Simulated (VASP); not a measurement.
The system is ZnO (zincite).

```xyz
4
Lattice="3.2493 0.0000 0.0000 -1.6247 2.8140 0.0000 0.0000 0.0000 5.2057" Properties=species:S:1:pos:R:3 pbc="T T T"
Zn    0.0000    1.8760    2.6029
Zn    1.6247    0.9380    0.0000
O     1.6247    0.9380    1.9730
O     0.0000    1.8760    4.5759
```

Base run:

```yaml
Program: VASP 6.6.1
Functional: PBEsol
Potentials_or_basis: VASP PAW PBE potentials, release 64 (Zn, O)
Cutoff: 500 eV
k_mesh: 8 × 8 × 5
Occupations: fermi-dirac, width 0.02 eV
Spin: no spin polarisation
```

Its results: band gap on the k mesh 0.69 eV, direct; pressure -0.6 GPa; largest force 0.065 eV/Å.

Question: The run is repeated on the same cell with these changes: functional from PBEsol to r2SCAN; cutoff from 500 eV to 520 eV. What comes out?

Answer: Band gap on the k mesh 1.23 eV, direct; pressure -0.1 GPa; largest force 0.086 eV/Å.

r2SCAN gives the wider gap, since meta-GGAs in the generalised Kohn-Sham scheme recover part of the derivative discontinuity.

Caveats: the PAW data sets were made with another functional, which shifts forces and pressure a little.

